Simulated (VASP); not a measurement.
# PbSe: an input that fails (relaxed cell and band gap)

PbSe, Fm-3m (no. 225), 2 atoms in the cell.

INCAR:
```
  PREC = Accurate
  ENCUT = 600
  EDIFF = 1E-7
  ISMEAR = 0
  SIGMA = 0.02
  LREAL = F
  LASPH = T
  GGA_COMPAT = F
  ALGO = Normal
  NELM = 80
  ISIF = 3
  LWAVE = F
  LCHARG = F
  GGA = LIBXC
  IBRION = 2
  EDIFFG = -0.005
  NSW = 20
```

KPOINTS:
```
k-points
0
Gamma
  6 6 6
```

POSCAR:
```
PbSe
1.0
    0.0000000000      3.0606500000      3.0606500000
    3.0606500000      0.0000000000      3.0606500000
    3.0606500000      3.0606500000      0.0000000000
Pb Se
1 1
Direct
    0.0000000000      0.0000000000      0.0000000000
    0.5000000000      0.5000000000      0.5000000000
```

Commands:
```
cat potpaw_PBE.64/Pb_d/POTCAR potpaw_PBE.64/Se/POTCAR > POTCAR
mpirun -np 1 vasp_std > vasp.out
```

VASP stops with:
```
XC_FOCK_READER: Libxc is attempted to be used, but neither LIBXC1 nor LIBXC2 is specified. ---->  I REFUSE TO CONTINUE WITH THIS SICK JOB ... BYE!!! <----
```

Cause: library asked for but no functional named.
